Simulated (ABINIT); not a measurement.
Hf:

```
Hf
1.0
    -1.80500    1.80500    1.80500
     1.80500   -1.80500    1.80500
     1.80500    1.80500   -1.80500
Hf
1
Cartesian
  0.0000 0.0000 0.0000
```

This isn't the form of Hf at room conditions, which is hcp.

Base run:

```yaml
Program: ABINIT 10.8.3 (patched build)
Functional: r2SCAN
Potentials_or_basis: PseudoDojo NC SR PBE v0.4.1 standard
Cutoff: 952 eV
k_mesh: 10 × 10 × 10
Occupations: fermi-dirac, width 0.05 eV
Spin: no spin polarisation
```

Its results: band gap on the k mesh none (metal or under the smearing width); pressure -6.9 GPa.

Task: The run is repeated on the same cell with these changes: potentials or basis from PseudoDojo NC SR PBE v0.4.1 standard to JTH PAW PBE v2.0; cutoff from 952 eV to 626 eV. What comes out?

Result: Band gap on the k mesh none (metal or under the smearing width); pressure -5.5 GPa.

Caveats: a meta-GGA on potentials with a model core is unreliable (some runs); the potentials were made for another functional, which shifts forces and pressure (some runs); the PAW data sets were made with another functional, which shifts forces and pressure a little (some runs).
